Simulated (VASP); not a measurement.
# PtS2 (P-3m1) in VASP: notebook

One crystal, PtS2, is run at these levels: PBEsol, PBE; tasks: electron localisation function, single point.

Program: VASP 6.6.1. These are calculated values, not measurements. Logs are shortened: lines on timing, memory, paths and dates and some standing lists are left out, and cuts for length are marked.

## (1) Starting point

Symmetry: P-3m1, No. 164, trigonal system. Conventional cell: a = 3.543 Å, b = 3.543 Å, c = 5.039 Å, α = 90.00°, β = 90.00°, γ = 120.00°. Pt (site symmetry -3m) has 6 S at 2.34 Å as nearest neighbours. Around S (site symmetry 3m) lie 3 Pt at 2.34 Å.

## (2) Electron localisation function, PBEsol

Input file INCAR:

```
SYSTEM = PtS2
PREC     = Accurate       ! precision mode
ENCUT    = 520            ! plane-wave cutoff, eV
EDIFF    = 1E-7           ! SCF threshold, eV
ISMEAR   = 0              ! smearing method
SIGMA    = 0.02           ! smearing width, eV
LREAL    = .FALSE.        ! projectors in reciprocal space
LASPH    = .TRUE.         ! aspherical terms in the spheres
NELM     = 100            ! most SCF steps
ALGO     = Normal         ! electronic algorithm
ISIF     = 2              ! what is computed and relaxed
LWAVE    = .FALSE.        ! write WAVECAR
LCHARG   = .TRUE.         ! write CHGCAR
GGA      = PS             ! functional
LELF     = .TRUE.         ! ELF
```

Input file KPOINTS:

```
regular mesh
0
G
  9 9 5
  0 0 0
```

Input file POSCAR:

```
PtS2
1.0
    3.5432000000      0.0000000000      0.0000000000
   -1.7716000000      3.0685012107      0.0000000000
    0.0000000000      0.0000000000      5.0388000000
Pt S
1 2
Direct
    0.0000000000      0.0000000000      0.0000000000
    0.6666666667      0.3333333333      0.7730000000
    0.3333333333      0.6666666667      0.2270000000
```

Potentials or basis: VASP PAW PBE potentials, release 64 (Pt, S).

Run with:

```console
$ cat potpaw_PBE.64/Pt/POTCAR potpaw_PBE.64/S/POTCAR > POTCAR
$ mpirun -np 1 vasp_std > vasp.out
```

OUTCAR:

```text
SYSTEM = PtS2
   PREC = Accurate
   ENCUT = 520
   EDIFF = 1E-7
   ISMEAR = 0
   LREAL = .FALSE.
   LASPH = .TRUE.
   NELM = 100
   ISIF = 2
   GGA = PS

 ion  position               nearest neighbor table
   1  0.000  0.000  0.000-   2 2.34   3 2.34   2 2.34   3 2.34   2 2.34   3 2.34
   2  0.667  0.333  0.773-   1 2.34   1 2.34   1 2.34
   3  0.333  0.667  0.227-   1 2.34   1 2.34   1 2.34

  LATTYP: Found a hexagonal cell.
 ALAT       =     3.5432000000
 C/A-ratio  =     1.4221043125

  Lattice vectors:

 A1 = (   3.5432000000,   0.0000000000,   0.0000000000)
 A2 = (  -1.7716000000,   3.0685012107,   0.0000000000)
 A3 = (   0.0000000000,   0.0000000000,   5.0388000000)

Analysis of symmetry for initial positions (statically):
=====================================================================
 Subroutine PRICEL returns:
 Original cell was already a primitive cell.

 Routine SETGRP: Setting up the symmetry group for a
 hexagonal supercell.

 Subroutine GETGRP returns: Found 12 space group operations
 (whereof 12 operations were pure point group operations)
 out of a pool of 24 trial point group operations.

The static configuration has the point symmetry D_3d.

Analysis of symmetry for dynamics (positions and initial velocities):
=====================================================================
 Subroutine PRICEL returns:
 Original cell was already a primitive cell.

 Routine SETGRP: Setting up the symmetry group for a
 hexagonal supercell.

 Subroutine GETGRP returns: Found 12 space group operations
 (whereof 12 operations were pure point group operations)
 out of a pool of 24 trial point group operations.

The dynamic configuration has the point symmetry D_3d.

 Subroutine INISYM returns: Found 12 space group operations
 (whereof 12 operations are pure point group operations),
 and found     1 'primitive' translations

----------------------------------------------------------------------------------------

                                     Primitive cell

  volume of cell :      54.7834

  direct lattice vectors                    reciprocal lattice vectors
     3.543200000  0.000000000  0.000000000     0.282230752  0.162946001  0.000000000
    -1.771600000  3.068501211  0.000000000     0.000000000  0.325892001  0.000000000
     0.000000000  0.000000000  5.038800000     0.000000000  0.000000000  0.198459951

  length of vectors
     3.543200000  3.543200000  5.038800000     0.325892001  0.325892001  0.198459951

  position of ions in fractional coordinates (direct lattice)
     0.000000000  0.000000000  0.000000000
     0.666666667  0.333333333  0.773000000
     0.333333333  0.666666667  0.227000000

  ion indices of the primitive-cell ions
   primitive index   ion index
                 1           1
                 2           2
                 3           3

----------------------------------------------------------------------------------------

 KPOINTS: regular mesh

Automatic generation of k-mesh.
 Grid dimensions read from file:
 generate k-points for:    9    9    5

 Generating k-lattice:

  Cartesian coordinates                     Fractional coordinates (reciprocal lattice)
     0.031358972  0.018105111  0.000000000     0.111111111  0.000000000  0.000000000
     0.000000000  0.036210222  0.000000000     0.000000000  0.111111111  0.000000000
     0.000000000  0.000000000  0.039691990     0.000000000  0.000000000  0.200000000

  Length of vectors
     0.036210222  0.036210222  0.039691990

  Shift w.r.t. Gamma in fractional coordinates (k-lattice)
     0.000000000  0.000000000  0.000000000

 Subroutine IBZKPT returns following result:
 ===========================================

 Found     50 irreducible k-points:

 Following reciprocal coordinates:
            Coordinates               Weight
  0.000000  0.000000  0.000000      1.000000
  0.111111 -0.000000  0.000000      6.000000
  0.222222  0.000000  0.000000      6.000000
  0.333333  0.000000  0.000000      6.000000
  0.444444  0.000000  0.000000      6.000000
  0.111111  0.111111  0.000000      6.000000
[... 16 lines left out ...]
  0.222222  0.111111  0.200000     12.000000
 -0.111111  0.333333  0.200000     12.000000
 [... further k-points ...]
   k-points           NKPTS =     50   k-points in BZ     NKDIM =     50   number of bands    NBANDS=     15
   number of dos      NEDOS =    301   number of ions     NIONS =      3
   total plane-waves  NPLWV =  31360
   dimension x,y,z NGX =    28 NGY =   28 NGZ =   40
   dimension x,y,z NGXF=    56 NGYF=   56 NGZF=   80
   ions per type =               1   2
   NGX,Y,Z   is equivalent  to a cutoff of  13.14, 13.14, 13.20 a.u.
   NGXF,Y,Z  is equivalent  to a cutoff of  26.28, 26.28, 26.39 a.u.
 SYSTEM =  PtS2
   PREC   = accura    normal or accurate (medium, high low for compatibility)
   ISTART =      0    job   : 0-new  1-cont  2-samecut
   ICHARG =      2    charge: 1-file 2-atom 10-const
   ISPIN  =      1    spin polarized calculation?
   LNONCOLLINEAR =      F non collinear calculations
   LSORBIT =      F    spin-orbit coupling
   LASPH  =      T    aspherical Exc in radial PAW
   ENCUT  =  520.0 eV  38.22 Ry    6.18 a.u.   6.59  6.59  9.37*2*pi/ulx,y,z
   NELM   =    100;   NELMIN=  2; NELMDL= -5     # of ELM steps
   EDIFF  = 0.1E-06   stopping-criterion for ELM
   LREAL  =      F    real-space projection
   EDIFFG = 0.1E-05   stopping-criterion for IOM
   NSW    =      0    number of steps for IOM
   IBRION =     -1    ionic relax: 0-MD 1-quasi-New 2-CG
   NFREE  =      0    steps in history (QN), initial steepest desc. (CG)
   ISIF   =      2    stress and relaxation
   ISYM   =      2    0-nonsym 1-usesym 2-fastsym
   POTIM  = 0.5000    time-step for ionic-motion
   TEBEG  =    0.0;   TEEND  =   0.0 temperature during run
   PSTRESS=    0.0 pullay stress
   NELECT =      22.0000    total number of electrons
   NUPDOWN=      -1.0000    fix difference up-down
   EMIN   =  10.00;   EMAX   =-10.00  energy-range for DOS
   EFERMI =   0.00;   METHOD = LEGACY
   ISMEAR =     0;   SIGMA  =   0.02  broadening in eV -4-tet -1-fermi 0-gaus
   EFERMI_NEDOS =   21; number of points for ismear=-14 and -15
   IALGO  =     38    algorithm
   IMIX   =      4    mixing-type and parameters
     AMIX     =   0.40;   BMIX     =  1.00
     AMIX_MAG =   1.60;   BMIX_MAG =  1.00
  volume/ion in A,a.u.               =      18.26       123.23
  Fermi-wavevector in a.u.,A,eV,Ry     =   1.207812  2.282434 19.848315  1.458810
  Thomas-Fermi vector in A             =   2.343439
   LORBIT       =      0    0 simple, 1 ext, 2 COOP (PROOUT), +10 PAW based schemes
   GGA     = PS    functional components
   LHFCALC =     F    Hartree Fock is set to
   AEXX    =    0.0000 exact exchange contribution
   IVDW    =     0    specifies the selected vdW correction
   LEPSILON=     F    determine dielectric tensor
   LRPA    =     F    only Hartree local field effects (RPA)
 non-spin polarized calculation
 Gauss-broadening in eV      SIGMA  =   0.02
  energy-cutoff  :      520.00
  volume of cell :       54.78
 maximum number of plane-waves:      1507
 NGX is ok and might be reduce to    28
   NGX = 13   NGY = 13   NGZ = 19

 number of electron      22.0000000 magnetization

 Free energy of the ion-electron system (eV)
  ---------------------------------------------------
  ext. energy  EPLUGINS =         0.00000000
  ---------------------------------------------------
  free energy    TOTEN  =       -16.93126488 eV

  energy without entropy =      -16.93126488  energy(sigma->0) =      -16.93126488

 E-fermi :   6.8241     XC(G=0): -10.7677

 val. band max:        6.6681627355   @ k =   0.0000   0.2222   0.2000
 cond. band min:       7.6320682808   @ k =   0.0000   0.3333   0.2000
 fundamental gap:      0.9639055453
 Fermi energy:         6.8240891575

 k-point     1 :       0.0000    0.0000    0.0000
  band No.  band energies     occupation
      1      -8.9287      2.00000
      2      -5.6392      2.00000
      3      -0.4246      2.00000
      4      -0.4246      2.00000
      5      -0.3125      2.00000
      6       2.6506      2.00000
      7       2.6506      2.00000
      8       4.8466      2.00000
      9       5.5178      2.00000
     10       5.5178      2.00000
     11       6.5318      2.00000
     12       9.1028      0.00000
     13       9.1028      0.00000
     14      11.3173      0.00000
     15      12.2634      0.00000

 k-point     2 :       0.1111   -0.0000    0.0000
  band No.  band energies     occupation
      1      -8.7615      2.00000
      2      -5.7465      2.00000
      3      -0.3117      2.00000
      4      -0.2914      2.00000
      5      -0.1431      2.00000
      6       2.4063      2.00000
      7       2.5261      2.00000
      8       4.3642      2.00000
      9       5.4943      2.00000
     10       5.5236      2.00000
     11       6.6207      2.00000
     12       8.4487      0.00000
     13       8.9769      0.00000
     14      12.1001      0.00000
     15      12.8767      0.00000

 k-point     3 :       0.2222    0.0000    0.0000
  band No.  band energies     occupation
      1      -8.2921      2.00000
      2      -6.0036      2.00000
      3      -0.0218      2.00000
      4      -0.0183      2.00000
      5       0.3754      2.00000
      6       1.6435      2.00000
      7       2.3269      2.00000
      8       3.6975      2.00000
      9       5.2600      2.00000
     10       5.2784      2.00000
     11       6.1983      2.00000
     12       8.1190      0.00000
     13       8.9401      0.00000
     14      12.2244      0.00000
     15      13.9883      0.00000

 k-point     4 :       0.3333    0.0000    0.0000
  band No.  band energies     occupation
      1      -7.6338      2.00000
      2      -6.2903      2.00000
      3      -0.1714      2.00000
      4       0.2822      2.00000
      5       1.0706      2.00000
      6       1.1857      2.00000
      7       2.3771      2.00000
      8       3.4041      2.00000
      9       4.5968      2.00000
     10       4.6159      2.00000
     11       5.2791      2.00000
     12       8.2906      0.00000
     13       9.1988      0.00000
     14      11.9037      0.00000
     15      14.0582      0.00000
[... 307 lines left out ...]
 k-point    22 :       0.1111    0.1111    0.2000
  band No.  band energies     occupation
      1      -8.3586      2.00000
      2      -6.0957      2.00000
      3      -0.3036      2.00000
      4      -0.1147      2.00000
      5       0.6515      2.00000
      6       2.0449      2.00000
      7       2.1656      2.00000
      8       3.8554      2.00000
      9       5.2533      2.00000
     10       5.4309      2.00000
     11       6.4286      2.00000
     12       8.1369      0.00000
     13       8.6818      0.00000
     14      12.9014      0.00000
     15      13.3371      0.00000

 k-point    23 :       0.2222    0.1111    0.2000
  band No.  band energies     occupation
      1      -7.7845      2.00000
      2      -6.3206      2.00000
      3      -0.0042      2.00000
      4       0.1552      2.00000
      5       0.7877      2.00000
      6       1.6330      2.00000
      7       1.9508      2.00000
      8       3.5399      2.00000
      9       4.7002      2.00000
     10       5.0067      2.00000
     11       5.6577      2.00000
     12       8.4940      0.00000
     13       8.6331      0.00000
     14      12.7494      0.00000
     15      13.9923      0.00000

 k-point    24 :      -0.1111    0.3333    0.2000
  band No.  band energies     occupation
      1      -7.8097      2.00000
      2      -6.2657      2.00000
      3      -0.1861      2.00000
      4       0.1070      2.00000
      5       0.9417      2.00000
      6       1.3886      2.00000
      7       2.1280      2.00000
      8       3.4993      2.00000
      9       4.8653      2.00000
     10       5.0754      2.00000
     11       6.3437      2.00000
     12       7.6603      0.00000
     13       8.5539      0.00000
     14      12.2851      0.00000
     15      14.1270      0.00000

 [... further k-points ...]

------------------------ aborting loop because EDIFF is reached ----------------------------------------

  FORCE on cell =-STRESS in cart. coord.  units (eV):
  Direction    XX          YY          ZZ          XY          YZ          ZX
  --------------------------------------------------------------------------------------
  -------------------------------------------------------------------------------------
  Total        2.1493826      2.1493826      1.9456905      0.0000000      0.0000000      0.0000000
  in kB       62.8601236     62.8601236     56.9030127      0.0000000      0.0000000      0.0000000
  external PRESSURE =      60.8744199 kB  Pullay stress =       0.0000000 kB

 VOLUME and BASIS-vectors are now :
 -----------------------------------------------------------------------------
  energy-cutoff  :      520.00
  volume of cell :       54.78
      direct lattice vectors                 reciprocal lattice vectors
     3.543200000  0.000000000  0.000000000     0.282230752  0.162946001  0.000000000
    -1.771600000  3.068501211  0.000000000     0.000000000  0.325892001  0.000000000
     0.000000000  0.000000000  5.038800000     0.000000000  0.000000000  0.198459951

 POSITION                                       TOTAL-FORCE (eV/Angst)
 -----------------------------------------------------------------------------------
      0.00000      0.00000      0.00000         0.000000      0.000000      0.000000
      1.77160      1.02283      3.89499        -0.000000      0.000000     -0.929959
     -0.00000      2.04567      1.14381         0.000000      0.000000      0.929959
 -----------------------------------------------------------------------------------
    total drift:                                0.000000     -0.000000      0.000000

  FREE ENERGIE OF THE ION-ELECTRON SYSTEM (eV)
  ---------------------------------------------------
  free  energy   TOTEN  =       -16.9312648821 eV

  energy  without entropy=      -16.9312648821  energy(sigma->0) =      -16.93126488
```

Run time: 36 s. Hardware: 1 thread of Intel Xeon Platinum 8259CL at 2.50GHz (Skylake/Cascade Lake), shared host; peak memory 0.2 GiB.

What came out:

- Free energy: -16.9313 eV
- Pressure: 6.1 GPa
- Largest force: 0.930 eV/Å
- Band gap on the k mesh: 0.96 eV, indirect (least direct gap 1.00 eV)

Forces on the atoms (eV/Å):
```
Pt   0.000  0.000  0.000
S    0.000  0.000 -0.930
S    0.000  0.000  0.930
```

Stress tensor (GPa, compression positive):
```
6.29 0.00 0.00
0.00 6.29 0.00
0.00 0.00 5.69
```

Caveat: the PAW data sets were made with another functional, which shifts forces and pressure a little; spin-orbit coupling is left out, which moves the levels of the heavy elements; an odd mesh through Γ misses points on the zone boundary, where band edges often lie. A hybrid or GW would open this gap; PBEsol tends to underestimate it.

[end of part 1 of 3]
